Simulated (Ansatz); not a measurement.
Runs of Ansatz 0.2.0 on Pd. It takes space group P6_3/mmc (No. 194, hexagonal). The conventional cell has a = 2.784 Å, b = 2.784 Å, c = 4.629 Å, α = 90.00°, β = 90.00°, γ = 120.00°. Pd (site symmetry -6m2) has 12 Pd at 2.78 to 2.82 Å as nearest neighbours. This isn't the form of Pd at room conditions, which is fcc.

| task | level | cell | points for each segment of the path | gap on the mesh (eV) | pressure (GPa) | relaxed volume (Å³/atom) |
| --- | --- | --- | --- | --- | --- | --- |
| relaxation of cell and atoms | HSE06 | relaxed | - | none | 0.0 | 14.83 |
| relaxation of cell and atoms | PBE0 | relaxed | - | none | 0.0 | 14.83 |
| single point | PBEsol0 | as given | - | none | -13.9 | - |
| relaxation of cell and atoms | PBEsol0 | relaxed | - | none | 0.0 | 14.31 |
| single point | B3LYP | as given | - | none | (a) | - |
| band structure | HSE03 | as given | 4 | none | -7.0 | - |
| relaxation of cell and atoms | B3LYP | relaxed | - | none | 0.0 | (b) |
| band structure | HSE06 | as given | 4 | none | -7.5 | - |

Alike in all rows: potentials or basis Ansatz PAW; no spin polarisation; k mesh 6 × 6 × 3; cutoff (eV) 420; smearing fermi-dirac 0.05 eV; the mesh is coarse, so values aren't converged.

Fill in the values left out.

(a) 1.7; (b) 15.72.

Caveats: all runs use coarse meshes; the PAW data sets come from PBE, with cores solved anew for the run's functional, which leaves a small shift of forces and pressure; the plane-wave basis is chosen anew once the cell has moved, so the energies of steps on either side of that aren't comparable (some runs); the thresholds are loose for stress (some runs).

A k mesh can miss the band edges, and the runs leave out spin-orbit coupling on Pd.

A gap of «none» marks a metal or a gap under the smearing width.
